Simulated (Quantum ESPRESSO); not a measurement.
# TiB2 (P6/mmm) in Quantum ESPRESSO: a series of runs, part 2 of 2

Quantum ESPRESSO 7.5.

**3. Single point, LDA, 8.04 Å³/atom**

pw.in reads:

```
&CONTROL
  calculation = 'scf'
  prefix = 'pwscf'
  outdir = './tmp'
  pseudo_dir = './pseudo'
  tstress = .true.
  disk_io = 'nowf'
/
&SYSTEM
  ibrav = 0
  nat = 3
  ntyp = 2
  ecutwfc = 45
  ecutrho = 360
  nbnd = 15
  occupations = 'smearing'
  smearing = 'fd'
  degauss = 0.00367493
/
&ELECTRONS
  conv_thr = 6d-10
  electron_maxstep = 120
  mixing_beta = 0.5
/
ATOMIC_SPECIES
Ti    47.8670 ti_lda_v1.4.uspp.F.UPF
B     10.8100 b_lda_v1.4.uspp.F.UPF
CELL_PARAMETERS angstrom
   2.9673622405    0.0000000000    0.0000000000
  -1.4836811203    2.5698110825    0.0000000000
   0.0000000000    0.0000000000    3.1624957934
ATOMIC_POSITIONS crystal
Ti     0.0000000000    0.0000000000    0.0000000000
B      0.6666666667    0.3333333333    0.5000000000
B      0.3333333333    0.6666666667    0.5000000000
K_POINTS automatic
10 10 8 0 0 0
```

Potentials or basis: GBRV 1.5 LDA.

Command:

```
OMP_NUM_THREADS=1 mpirun -n 2 pw.x -nk 2 -in pw.in > pw.out
```

pw.out:

```text
This program is part of the open-source Quantum ESPRESSO suite
     for quantum simulation of materials; please cite
[... 13 lines left out ...]
     --------------------
     sticks:   dense  smooth     PW     G-vecs:    dense   smooth      PW
     Sum         769     379    121                18757     6607    1203

     Using Slab Decomposition

     bravais-lattice index     =            0
     lattice parameter (alat)  =       5.6075  a.u.
     unit-cell volume          =     162.7415 (a.u.)^3
     number of atoms/cell      =            3
     number of atomic types    =            2
     number of electrons       =        18.00
     number of Kohn-Sham states=           15
     kinetic-energy cutoff     =      45.0000  Ry
     charge density cutoff     =     360.0000  Ry
     scf convergence threshold =      6.0E-10
     mixing beta               =       0.5000
     number of iterations used =            8  plain     mixing
     Exchange-correlation=  SLA  PZ   NOGX NOGC
                           (   1   1   0   0   0   0   0)
[... 232 lines left out ...]
    13.6226  17.9672  17.9672  19.8390  19.8390  21.9780  21.9781
[... 138 lines left out ...]
   -40.1952 -17.0924 -17.0738 -16.7019   6.1256   7.9234  11.2167  12.3402
    12.7974  18.2364  19.0583  20.2854  21.0378  21.3512  23.2039

          k = 0.0000-0.5774-0.4691 (   832 PWs)   bands (ev):

   -40.1923 -17.1070 -17.0860 -16.6976   6.0245   8.3431  11.0446  11.8841
    12.8422  18.6080  19.0883  20.8726  20.8795  21.8177  22.1728

          k = 0.1000 0.1732 0.0000 (   826 PWs)   bands (ev):
[... 196 lines left out ...]
   -40.1843 -17.0937 -16.9748 -16.8781   6.7263   7.7290  10.1546  12.5160
    12.7659  18.6245  20.2084  20.4574  20.7655  21.4425  23.6178

     the Fermi energy is    15.8252 ev

!    total energy              =    -132.25809325 Ry
     estimated scf accuracy    <          1.4E-11 Ry
     smearing contrib. (-TS)   =      -0.00045244 Ry
     internal energy E=F+TS    =    -132.25764081 Ry

     The total energy is F=E-TS. E is the sum of the following terms:
     one-electron contribution =     -26.79807395 Ry
     hartree contribution      =      23.47478568 Ry
     xc contribution           =     -24.17832247 Ry
     ewald contribution        =    -104.75603007 Ry

     convergence has been achieved in  10 iterations

     Computing stress (Cartesian axis) and pressure

     negative rho (up, down):  4.452E-04 0.000E+00
          total   stress  (Ry/bohr**3)                   (kbar)     P=       61.20
   0.00052886   0.00000000   0.00000000           77.80        0.00        0.00
   0.00000000   0.00052886   0.00000000            0.00       77.80        0.00
   0.00000000   0.00000000   0.00019040            0.00        0.00       28.01

=------------------------------------------------------------------------------=
   JOB DONE.
=------------------------------------------------------------------------------=
```

Wall time 5.1 s (2 MPI ranks of Intel Xeon 6975P-C (Granite Rapids), shared host); peak memory 0.18 GiB.

What came out:

| Quantity | Value |
| --- | --- |
| Free energy | -1799.4630 eV |
| Pressure | 6.1 GPa |
| Band gap on the k mesh | none (metal or under the smearing width) |

**4. Single point, LDA, 8.21 Å³/atom**

pw.in, as its differences from that of step 3:

```diff
@@ -28,5 +28,5 @@
 CELL_PARAMETERS angstrom
-   2.9673622405    0.0000000000    0.0000000000
-  -1.4836811203    2.5698110825    0.0000000000
-   0.0000000000    0.0000000000    3.1624957934
+   2.9882598462    0.0000000000    0.0000000000
+  -1.4941299231    2.5879089399    0.0000000000
+   0.0000000000    0.0000000000    3.1847676243
 ATOMIC_POSITIONS crystal
```

Command:

```
OMP_NUM_THREADS=1 mpirun -n 2 pw.x -nk 2 -in pw.in > pw.out
```

It took 5.6 s on 2 MPI ranks of Intel Xeon 6975P-C (Granite Rapids), shared host; peak memory 0.18 GiB.

It converged, with:

| Property | Result |
| --- | --- |
| Free energy | -1799.4728 eV |
| Pressure | 0.0 GPa |
| Band gap on the k mesh | none (metal or under the smearing width) |

**5. Single point, LDA, 8.38 Å³/atom**

pw.in, as its differences from that of step 4:

```diff
@@ -28,5 +28,5 @@
 CELL_PARAMETERS angstrom
-   2.9882598462    0.0000000000    0.0000000000
-  -1.4941299231    2.5879089399    0.0000000000
-   0.0000000000    0.0000000000    3.1847676243
+   3.0088691861    0.0000000000    0.0000000000
+  -1.5044345930    2.6057571518    0.0000000000
+   0.0000000000    0.0000000000    3.2067322330
 ATOMIC_POSITIONS crystal
```

Command:

```
OMP_NUM_THREADS=1 mpirun -n 2 pw.x -nk 2 -in pw.in > pw.out
```

It took 4.6 s on 2 MPI ranks of Intel Xeon 6975P-C (Granite Rapids), shared host; peak memory 0.18 GiB.

Results (log left out):

```yaml
Free_energy: -1799.4640 eV
Pressure: -5.5 GPa
Band_gap_on_the_k_mesh: none (metal or under the smearing width)
```

**6. Single point, LDA, 8.55 Å³/atom**

pw.in, as its differences from that of step 5:

```diff
@@ -28,5 +28,5 @@
 CELL_PARAMETERS angstrom
-   3.0088691861    0.0000000000    0.0000000000
-  -1.5044345930    2.6057571518    0.0000000000
-   0.0000000000    0.0000000000    3.2067322330
+   3.0292000000    0.0000000000    0.0000000000
+  -1.5146000000    2.6233641531    0.0000000000
+   0.0000000000    0.0000000000    3.2284000000
 ATOMIC_POSITIONS crystal
```

Potentials or basis: GBRV 1.5 LDA.

Command:

```
OMP_NUM_THREADS=1 mpirun -n 2 pw.x -nk 2 -in pw.in > pw.out
```

It took 5.1 s on 2 MPI ranks of Intel Xeon 6975P-C (Granite Rapids), shared host; peak memory 0.18 GiB.

Results (log left out):

- Free energy: -1799.4383 eV
- Pressure: -10.5 GPa
- Band gap on the k mesh: none (metal or under the smearing width)

**7. Single point, LDA, 8.72 Å³/atom**

pw.in, as its differences from that of step 6:

```diff
@@ -28,5 +28,5 @@
 CELL_PARAMETERS angstrom
-   3.0292000000    0.0000000000    0.0000000000
-  -1.5146000000    2.6233641531    0.0000000000
-   0.0000000000    0.0000000000    3.2284000000
+   3.0492615118    0.0000000000    0.0000000000
+  -1.5246307559    2.6407379320    0.0000000000
+   0.0000000000    0.0000000000    3.2497807555
 ATOMIC_POSITIONS crystal
```

Command:

```
OMP_NUM_THREADS=1 mpirun -n 2 pw.x -nk 2 -in pw.in > pw.out
```

Run time: 6.2 s. Hardware: 2 MPI ranks of Intel Xeon 6975P-C (Granite Rapids), shared host; peak memory 0.18 GiB.

Results (log left out):

- Free energy: -1799.3973 eV
- Pressure: -15.1 GPa
- Band gap on the k mesh: none (metal or under the smearing width)

**8. Single point, LDA, 8.89 Å³/atom**

pw.in, as its differences from that of step 7:

```diff
@@ -28,5 +28,5 @@
 CELL_PARAMETERS angstrom
-   3.0492615118    0.0000000000    0.0000000000
-  -1.5246307559    2.6407379320    0.0000000000
-   0.0000000000    0.0000000000    3.2497807555
+   3.0690624661    0.0000000000    0.0000000000
+  -1.5345312330    2.6578860614    0.0000000000
+   0.0000000000    0.0000000000    3.2708838193
 ATOMIC_POSITIONS crystal
```

Command:

```
OMP_NUM_THREADS=1 mpirun -n 2 pw.x -nk 2 -in pw.in > pw.out
```

Wall time 5.2 s (2 MPI ranks of Intel Xeon 6975P-C (Granite Rapids), shared host); peak memory 0.18 GiB.

It converged, with:

```
Free energy            : -1799.3425 eV
Pressure               : -19.2 GPa
Band gap on the k mesh : none (metal or under the smearing width)
```

**9. Single point, LDA, 9.06 Å³/atom**

pw.in, as its differences from that of step 8:

```diff
@@ -28,5 +28,5 @@
 CELL_PARAMETERS angstrom
-   3.0690624661    0.0000000000    0.0000000000
-  -1.5345312330    2.6578860614    0.0000000000
-   0.0000000000    0.0000000000    3.2708838193
+   3.0886111617    0.0000000000    0.0000000000
+  -1.5443055808    2.6748157284    0.0000000000
+   0.0000000000    0.0000000000    3.2917180359
 ATOMIC_POSITIONS crystal
```

Potentials or basis: GBRV 1.5 LDA.

Command:

```
OMP_NUM_THREADS=1 mpirun -n 2 pw.x -nk 2 -in pw.in > pw.out
```

It took 5.3 s on 2 MPI ranks of Intel Xeon 6975P-C (Granite Rapids), shared host; peak memory 0.18 GiB.

The run converged. Its results:

| Quantity | Value |
| --- | --- |
| Free energy | -1799.2752 eV |
| Pressure | -22.9 GPa |
| Band gap on the k mesh | none (metal or under the smearing width) |

**10. Equation of state, LDA**

Potentials or basis: GBRV 1.5 LDA.

This step only gathers the single runs of the series.

Results:

```yaml
Equilibrium_volume: 8.21 Å³/atom
Bulk_modulus_at_fixed_shape_and_positions: 279 GPa
Pressure_derivative_of_the_bulk_modulus: 3.9
```

Energy against volume, from the lowest point:
```
volume (Å³/atom)  energy (meV/atom)
           8.039               3.27
           8.210               0.00
           8.381               2.95
           8.552              11.51
           8.723              25.19
           8.894              43.46
           9.065              65.88
```

Caveat: the cell was scaled at fixed shape and fractional positions, which overstates the stiffness of a crystal with free parameters, most of all of layers and chains.
